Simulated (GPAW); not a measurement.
Write an ASE script for GPAW 26.7.0 that does the following.

```
Task                : band structure
Functional          : PBEsol
Potentials or basis : PAW data sets generated in the run's folder for this functional
Cutoff              : 600 eV
Basis               : pw
k mesh              : 6 × 6 × 1
Occupations         : fermi-dirac, width 0.05 eV
Spin                : no spin polarisation
Maxiter             : 150
Band path           : GMKGALHA,LM,KH
Band points         : 61
```

Slab: WS2, a slab with vacuum.

```xyz
6
Lattice="3.1832 0.0000 0.0000 -1.5916 2.7567 0.0000 0.0000 0.0000 23.6688" Properties=species:S:1:pos:R:3 pbc="T T T"
W     1.5916    0.9189    8.5842
W     0.0000    1.8378   15.0845
S     1.5916    0.9189   16.6435
S     0.0000    1.8378   10.1434
S     1.5916    0.9189   13.5253
S     0.0000    1.8378    7.0253
```

The input as run:

run.py

```python
from ase import Atoms
from ase.dft.bandgap import bandgap
from ase.io import write
from ase.units import GPa
from gpaw import GPAW, PW, setup_paths

setup_paths.insert(0, '.')

atoms = Atoms(['W', 'W', 'S', 'S', 'S', 'S'],
              cell=[[3.1832085602, 0.0, 0.0],
                    [-1.5916042801, 2.7567394786, 0.0],
                    [0.0, 0.0, 23.66876325]],
              scaled_positions=[[0.6666666667, 0.3333333333, 0.36268246],
                                [0.3333333333, 0.6666666667, 0.63731754],
                                [0.6666666667, 0.3333333333, 0.70318389],
                                [0.3333333333, 0.6666666667, 0.42855817],
                                [0.6666666667, 0.3333333333, 0.57144183],
                                [0.3333333333, 0.6666666667, 0.29681611]],
              pbc=True)

calc = GPAW(mode=PW(600),
            xc='PBEsol',
            kpts={'size': (6, 6, 1), 'gamma': True},
            occupations={'name': 'fermi-dirac', 'width': 0.05},
            nbands=46,
            convergence={'density': 1e-05, 'energy': 1e-05},
            maxiter=150,
            txt='gpaw.txt')
atoms.calc = calc
energy = atoms.get_potential_energy()
forces = atoms.get_forces()
stress = atoms.get_stress()
calc.write('gs.gpw')
write('result.traj', atoms)
print(f'Energy: {energy:.6f} eV')
print('Forces (eV/A):')
print(forces.round(4))
print('Stress (GPa):', (stress / GPa).round(3))
print('Fermi level:', round(calc.get_fermi_level(), 4), 'eV')
print(f'Gap: {bandgap(calc)[0]:.4f} eV, direct: {bandgap(calc, direct=True)[0]:.4f} eV')

path = atoms.cell.bandpath('GMKGALHA,LM,KH', npoints=61, eps=1e-4)
bs_calc = calc.fixed_density(kpts=path, symmetry='off', nbands=79,
                             convergence={'bands': 'CBM+6.0', 'eigenstates': 1e-6}, txt='bands.txt')
bs = bs_calc.band_structure()
bs.write('bs.json')
print(f'Gap on the path: {bandgap(bs_calc)[0]:.4f} eV')
```

Potentials or basis: PAW data sets generated in the run's folder for this functional, pw.

Launch:

```sh
$ gpaw-setup -f PBEsol S W
$ OMP_NUM_THREADS=1 python run.py
```

It gave:

- Largest force: 0.104 eV/Å
- Band gap on the k mesh: 1.44 eV, indirect (least direct gap 1.75 eV)
- Band gap along the path: 1.44 eV, indirect (least direct gap 1.75 eV)

Caveat: spin-orbit coupling is left out, which moves the levels of the heavy elements.

Run time: 12 min on 1 thread of Intel(R) Xeon(R) Processor @ 2.50GHz (Skylake/Cascade Lake) (shared host), peak memory 0.97 GiB.
